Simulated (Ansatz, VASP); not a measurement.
# SnTe in VASP and in Ansatz

```
CELL_PARAMETERS angstrom
-0.68406 2.85417 2.85417
2.85417 -0.68406 2.85417
2.85417 2.85417 -0.68406
ATOMIC_POSITIONS crystal
Sn 0.00000 0.00000 0.00000
Te 0.50000 0.50000 0.50000
```

Alike in both runs: task single point; functional PBE; k mesh 10 × 10 × 10; occupations gaussian, width 0.03 eV; no spin polarisation.

|  | VASP | Ansatz |
| --- | --- | --- |
| version | VASP 6.6.1 | Ansatz 0.2.0 |
| potentials or method | VASP PAW PBE potentials, release 64 (Sn_d, Te) | scalar-relativistic, plane waves, PAW |
| plane-wave cutoff (eV) | 520 | 420 |
| valence electrons in the cell | 20 | 30 |

```tsv
	VASP	Ansatz	Ansatz less VASP
gap on the k mesh at the Fermi level (eV)	none	none	-
pressure (GPa)	-0.5	-0.5	+0.06
largest component of the traceless stress (GPa)	1.40	1.40	+0.003
```

A gap of «none» marks a metal or a gap that the smearing closes. With one functional, cell and mesh, what is left measures potentials, basis and numerics. The two sets of potentials don't hold the same shells in valence.

The runs have no spin-orbit coupling, so splittings on Te are missing.
